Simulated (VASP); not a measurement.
Runs of VASP 6.6.1 on SnO2. The structure is cubic, space group Pa-3 (No. 205). The conventional cell has a = 5.116 Å, b = 5.116 Å, c = 5.116 Å, α = 90.00°, β = 90.00°, γ = 90.00°. Sn (site symmetry -3) has 6 O at 2.09 Å as nearest neighbours. O (site symmetry 3) has 3 Sn at 2.09 Å as nearest neighbours. Measurements of this composition are mostly on another form, of space group No. 136.

| level | potentials or basis | k mesh | cutoff (eV) | smearing | gap on the mesh (eV) | pressure (GPa) | largest force (eV/Å) |
| --- | --- | --- | --- | --- | --- | --- | --- |
| PBEsol | VASP PAW PBE potentials, release 64 (Sn_d, O) | 6 × 6 × 6 | 700 | gaussian 0.02 eV | 0.82 | 0.0 | - |
| PBEsol | VASP PAW PBE potentials, release 64 (Sn_d, O_h) | 6 × 6 × 6 | 900 | gaussian 0.02 eV | 0.83 | -0.3 | 0.01 |
| r2SCAN | VASP PAW PBE potentials, release 64 (Sn_d, O) | 6 × 6 × 6 | 520 | gaussian 0.02 eV | (c) | -0.9 | 0.01 |
| PBEsol | VASP PAW PBE potentials, release 64 (Sn_d, O) | 10 × 10 × 10 | 520 | gaussian 0.02 eV | (a) | (b) | - |
| PBEsol | VASP PAW PBE potentials, release 64 (Sn_d, O) | 6 × 6 × 6 | 520 | gaussian 0.5 eV | 0.82 | 0.3 | - |

Alike in all rows: task single point; no spin polarisation; cell as given.

**Question.** Estimate the missing entries.

**Answer.** (a) 0.81; (b) 0.2; (c) 1.52.

Caveats: the PAW data sets were made with another functional, which shifts forces and pressure a little; spin-orbit coupling is left out, which moves the levels of the heavy elements; the cutoff is under 1.25 times the usual one of these potentials, so pressure, stress and relaxed cells hold a basis-set (Pulay) error (some runs).

A k mesh can miss the band edges, and the runs leave out spin-orbit coupling on Sn.
